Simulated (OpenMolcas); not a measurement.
C4H10Zn (SMILES CC[Zn]CC): methods side by side

C4H10Zn: 15 atoms, total charge 0, spin state singlet. SMILES: `CC[Zn]CC`. Geometry: relaxed at PBE0-D4/def2-TZVP.

Quantity: the vertical ionisation energy (to the doublet cation), in eV. The values are calculated.

| level | kind | program | value (eV) | CPU time (all runs) |
| --- | --- | --- | --- | --- |
| HF/6-31G* (spherical functions) | Hartree–Fock | OpenMolcas | 7.58 | 44 s |
| SVWN5/6-31G* (spherical functions) | LDA | OpenMolcas | 8.13 | 2 min |
| PBE/6-31G* (spherical functions) | GGA | OpenMolcas | 7.97 | 3.3 min |
| revPBE/6-31G* (spherical functions) | GGA | OpenMolcas | 7.91 | 2.6 min |
| M06-L/6-31G* (spherical functions) | meta-GGA | OpenMolcas | 8.08 | 3.5 min |
| M06-2X/6-31G* (spherical functions) | hybrid meta-GGA | OpenMolcas | 8.40 | 3.4 min |
| B3LYP/6-31G* (Cartesian functions) | global hybrid | OpenMolcas | 8.13 | 3 min |

The values span 7.58 to 8.40 eV. Spin contamination of the reference (⟨S²⟩ at least 0.1 too high) touches HF/6-31G*. CPU times are rough (shared hosts, several kinds of processor): they show what a rung costs within a factor of a few.

The density functionals place the vertical ionisation of diethylzinc between 7.91 and 8.40 eV, with M06-2X at the top and revPBE at the bottom. The electron most likely leaves a Zn–C σ-bonding orbital, the out-of-phase combination of the two ethyl carbon σ hybrids, stabilised by zinc 4p. The filled 3d shell is more tightly bound and takes little part in the bonding, so the cation is better viewed as having a hole shared over the C–Zn–C framework than as oxidised zinc with an open d shell.

The values don't follow the ladder of functionals: SVWN5 and B3LYP both give 8.13 eV, an agreement that says nothing about the accuracy of either. The lower Hartree–Fock result probably reflects, at least in part, the missing correlation energy, which is larger in the neutral molecule with its additional electron pair. Because ionisation removes a bonding electron, the Zn–C bonds should weaken and lengthen, so the adiabatic threshold should lie below the vertical energy by an amount these results don't determine.
